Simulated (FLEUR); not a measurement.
**Energy mapping worked by hand: free-standing square Cr monolayer, spacing 2.56 A**

Can a spin model with one coupling foretell the energy of a further order of free-standing square Cr monolayer, spacing 2.56 A?

Main program and level: FLEUR MaX-R8.1; PBE; all-electron FLAPW film, Dirac cores, scalar-relativistic bands.

### 1. Set-up

The cell holds 1 atom: 1 Cr. Cell: a = 2.560 Å, b = 2.560 Å, c = 14.000 Å, α = 90.0°, β = 90.0°, γ = 90.0°. Model lattice. Vacuum lies along c.

Structure file:

```
Cr
1.0
     2.56000    0.00000    0.00000
     0.00000    2.56000    0.00000
     0.00000    0.00000   14.00000
Cr
1
Direct
  0.00000 0.00000 0.50000
```

### 2. The parallel order

All energies count from this run.

inpgen writes inp.xml from crystal.txt; cutoffs, mixing, functional, smearing and local orbitals are then set in the file. The k list default-1 (kpts.xml, not shown) is a Γ-centred 10×10×1 mesh; where the ranks do not divide the number of points, some are split in two of half the weight.

inp.xml

```
<?xml version="1.0" encoding="UTF-8" standalone="no"?>
<fleurInput fleurInputVersion="0.39">
   <comment>
      Cr
   </comment>
   <calculationSetup>
      <cutoffs Kmax="3.6" Gmax="10.8" GmaxXC="10.8" numbands="0"/>
      <scfLoop itmax="120" minDistance="0.00002" maxIterBroyd="15" imix="Anderson" alpha="0.03" precondParam="0.0" spinf="2.0" sdNocoIR="T"/>
      <coreElectrons ctail="T" frcor="F" kcrel="0" coretail_lmax="0"/>
      <xcFunctional name="pbe" relativisticCorrections="F"/>
      <magnetism jspins="2"/>
      <soc l_soc="F" theta="0.0" phi="0.0" spav="F"/>
      <expertModes spex="0" secvar="F"/>
      <geometryOptimization l_f="F" forcealpha="1.0" forcemix="BFGS" epsdisp="0.00001" epsforce="0.00001"/>
      <ldaU l_linMix="F" mixParam="0.05" spinf="1.0"/>
   </calculationSetup>
   <cell>
      <bzIntegration valenceElectrons="14.0" mode="hist" fermiSmearingEnergy="0.00183747">
         <kPointListSelection listName="default-1"/>
         <xi:include xmlns:xi="http://www.w3.org/2001/XInclude" href="kpts.xml"> </xi:include>
      </bzIntegration>
      <xi:include xmlns:xi="http://www.w3.org/2001/XInclude" href="sym.xml"> </xi:include>
      <filmLattice scale="1.0" dVac="5.4" dTilda="7.9">
         <bravaisMatrixFilm>
            <row-1>    4.8376988789760000     0.0000000000000000</row-1>
            <row-2>    0.0000000000000000     4.8376988789760000</row-2>
         </bravaisMatrixFilm>
         <vacuumEnergyParameters vacuum="1" spinUp="-.25" spinDown="-.25"/>
      </filmLattice>
   </cell>
   <atomSpecies>
      <species name="Chromium (2.500" element="Cr" atomicNumber="24">
         <mtSphere radius="2.3" gridPoints="761" logIncrement="0.016"/>
         <atomicCutoffs lmax="8" lnonsphr="6"/>
         <electronConfig flipSpins="F">
            <coreConfig>(1s1/2) (2s1/2) (2p1/2) (2p3/2)</coreConfig>
            <valenceConfig>(3s1/2) (3p1/2) (3p3/2) (4s1/2) (3d3/2) (3d5/2)</valenceConfig>
            <stateOccupation state="(4s1/2)" spinUp="0.5" spinDown="0.5"/>
            <stateOccupation state="(3d3/2)" spinUp="1.0" spinDown="1.0"/>
            <stateOccupation state="(3d5/2)" spinUp="2.75" spinDown="0.25"/>
         </electronConfig>
         <energyParameters s="4" p="4" d="3" f="4"/>
         <lo type="SCLO" l="0" n="3" eDeriv="0"/>
         <lo type="SCLO" l="1" n="3" eDeriv="0"/>
      </species>
   </atomSpecies>
   <atomGroups>
      <atomGroup species="Chromium (2.500">
         <filmPos label="                   1">.0000000000 .0000000000 .0000000000</filmPos>
         <force calculate="T" relaxXYZ="TTT"/>
      </atomGroup>
   </atomGroups>
   <output dos="F" band="F" slice="F">
      <bandDOS minEnergy="-.5*Htr" maxEnergy="0.5*Htr" sigma="0.015" storeEVData="T"/>
      <plotting iplot="0" polar="F">
         <plot TwoD="T" vec1="  1.0  0.0  0.0" vec2="  0.0  1.0  0.0" vec3="  0.0  0.0  1.0" zero="  0.0  0.0 -0.5" file="plot"/>
      </plotting>
      <moessbauerParams electricFieldGradient="F" isomerShift="F" coreHyperfine="F" valenceHyperfine="F"/>
   </output>
</fleurInput>
```

crystal.txt

```
Cr
&input film=T cartesian=F /
2.56000000000  0.00000000000  0.00000000000
0.00000000000  2.56000000000  0.00000000000
0.00000000000  0.00000000000  1.00000000000
1.8897261246
1.0 1.0 1.0

1
24 0.00000000000  0.00000000000  0.00000000000 : 2.500

&kpt div1=10 div2=10 div3=1 gamma=T /
```

On the command line:

```bash
OMP_NUM_THREADS=1 inpgen -f crystal.txt > inpgen.log  # inp.xml is then edited as shown
OMP_NUM_THREADS=1 mpirun -n 4 fleur_MPI > fleur.log
```

Log:

```text
Welcome to FLEUR        (www.flapw.de)
      MaX-Release 8.1          (www.max-centre.eu)

 ========== k-point set info ==========
 Selected k-point list: default-1
 k-point list type: mesh
 0 x 0 x 0
 Number of k points: 24

 [... set-up left out ...]
 Iteration:     1   Distance:      27.42840441 me/bohr^3
 Iteration:     2   Distance:      23.07957934 me/bohr^3
 Iteration:     3   Distance:       9.09373235 me/bohr^3
 Iteration:     4   Distance:       8.83263312 me/bohr^3
 Iteration:     5   Distance:       9.60667853 me/bohr^3
[...]
<sumOfEigenvalues value="     -622.1780173503">
               <coreElectrons value="-605.2206273663"/>
               <valenceElectrons value="-16.9573899840"/>
            </sumOfEigenvalues>
         [... left out ...]
            <freeEnergy value="-1050.7859689614"/>
            <extrapolationTo0K value="-1050.7856843870"/>
         </totalEnergy>
         <densityConvergence units="me/bohr^3">
            <chargeDensity spin="1" distance="0.0000053959"/>
            <chargeDensity spin="2" distance="0.0000030399"/>
            <overallChargeDensity distance="0.0000056698"/>
            <spinDensity distance="0.0000066758"/>
         </densityConvergence>
      </iteration>
```

The job ended after 23 s (4 MPI ranks of Intel Xeon Platinum 8559C (Emerald Rapids), shared host; peak memory 0.23 GiB).

Spin moment in the muffin-tin sphere by atom:

| atom | spin moment in the muffin-tin sphere (μB) |
| --- | --- |
| Cr1 | 3.24 |

This step gave:

| Quantity | Value |
| --- | --- |
| free energy | -28593.3429 eV |
| program's band gap on this mesh (in a metal only a level spacing) | 0 eV |
| magnetization | 3.837 μB |
| final state | ferromagnetic |

After 45 cycles the largest moment stands at 3.24 μB.

### 3. The orders used for the fit

The other orders were run with the same settings, on meshes that hold the same points. Free energies are divided by the number of Cr atoms; q is in fractions of the reciprocal vectors of the first run's cell.

| order | atoms | mesh | free energy (eV) | eV per Cr | largest moment (μB) |
| --- | --- | --- | --- | --- | --- |
| F + | 1 | 10×10×1 | -28593.3429 | -28593.3429 | 3.24 |
| AF q=(0,1/2,0) +- | 2 | 10×5×1 | -57187.6630 | -28593.8315 | 3.52 |

### 4. Counting neighbours

With E = −Σ J e_i·e_j over ordered pairs of unit vectors, turning a neighbour from parallel to opposed costs 2J a Cr atom. So an order lies 2 Σ n J over the parallel one, n being the opposed neighbours in each shell.

| shell | distance (Å) | neighbours | opposed in AF q=(0,1/2,0) +- | opposed in AF q=(1/2,1/2,0) +- |
| --- | --- | --- | --- | --- |
| J1 | 2.56 | 4 | 2 | 4 |
| J2 | 3.62 | 4 | 4 | 0 |

Only J1 is kept.

### 5. Solving

```
2 × 2 × J1 = -488.6 meV    (AF q=(0,1/2,0) +-)
J1 = -122.15 meV
```

### 6. The test

The couplings now give the orders that were left out:

```
2 × 4 × (-122.15) = -977.2 meV    (AF q=(1/2,1/2,0) +-)
```

The runs themselves:

| order | atoms | mesh | free energy (eV) | eV per Cr | largest moment (μB) | over the parallel order (meV) | foretold (meV) |
| --- | --- | --- | --- | --- | --- | --- | --- |
| AF q=(1/2,1/2,0) +- | 2 | 5×10×1 | -57188.2343 | -28594.1172 | 3.42 | -774.3 | -977.2 |

### 7. One more shell

One try is to add the next shell, though changing moments can also cause the miss. Both differences then fix both couplings, and no order is left for a test.

```
2 × 2 × J1 + 2 × 4 × J2 = -488.6 meV    (AF q=(0,1/2,0) +-)
2 × 4 × J1 = -774.3 meV    (AF q=(1/2,1/2,0) +-)
J1 = -96.79 meV
J2 = -12.68 meV
```

### 8. What came out

| Property | Result |
| --- | --- |
| effective coupling of the reversed pairs, counted on J1 (Cr–Cr at 2.56 Å) | -122 meV |
| largest miss on the orders left out | 203 meV |
| J1 with two shells | -96.8 meV |
| J2 with two shells | -12.7 meV |

**Reading.** The model misses the order left out by 203 meV, 26 % of the largest distance from the parallel order, so it holds only roughly. With the next shell added the couplings are J1 = -96.79 and J2 = -12.68 meV, untested. The largest moments of the orders differ by 7.7 % of the greatest. One difference fixes one number: it sums all reversed shells and need not be the coupling of the nearest one, even in sign.

[Logs and program files are shortened in this print: banners, set-up blocks, solver, clock and traceback lines can be left out without a mark of their own.]

[Logs are printed without paths, hosts, clocks, repeated set-up lines and the standing remarks that a program may print on its own settings, such as how far it seeks lower states.]

[Hosts, paths, dates, database ids (printed as entryN), source tags and the programs' standing remarks are cut or masked in the printed files.]

[Where a cell is said to come from a database of computed structures, the database is the Materials Project.]
